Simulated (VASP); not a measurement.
A run of VASP 6.6.1:

INCAR

```
SYSTEM = C
PREC = Accurate ; ENCUT = 520
EDIFF = 1E-6 ; ISMEAR = -1
SIGMA = 0.1 ; LREAL = .FALSE.
LASPH = .TRUE. ; NELM = 80
ALGO = Normal ; ISIF = 2
LWAVE = .FALSE. ; LCHARG = .FALSE.
GGA = B5 ; ALDAX = 1.0
AGGAX = 1.0 ; AGGAC = 1.0
ALDAC = 0.0 ; NBANDS = 8
```

KPOINTS

```
regular mesh
0
G
  19 19 19
  0 0 0
```

The input POSCAR:

```
C
1.0
    0.0000000000      1.6019877023      1.6019877023
    1.6019877023      0.0000000000      1.6019877023
    1.6019877023      1.6019877023      0.0000000000
C
1
Direct
    0.0000000000      0.0000000000      0.0000000000
```

Potentials or basis: VASP PAW PBE potentials, release 64 (C).

Run with:

```bash
$ cat potpaw_PBE.64/C/POTCAR > POTCAR
$ mpirun -np 1 vasp_std > vasp.out
```

Hardware: 1 thread of Intel(R) Xeon(R) 6975P-C (Granite Rapids), on a shared host.

Q: Estimate the wall time of this run.

A: It took 5.9 s on 1 thread of Intel(R) Xeon(R) 6975P-C (Granite Rapids) (shared host), peak memory 0.11 GiB. Counts: scf iterations 10, k points 220.
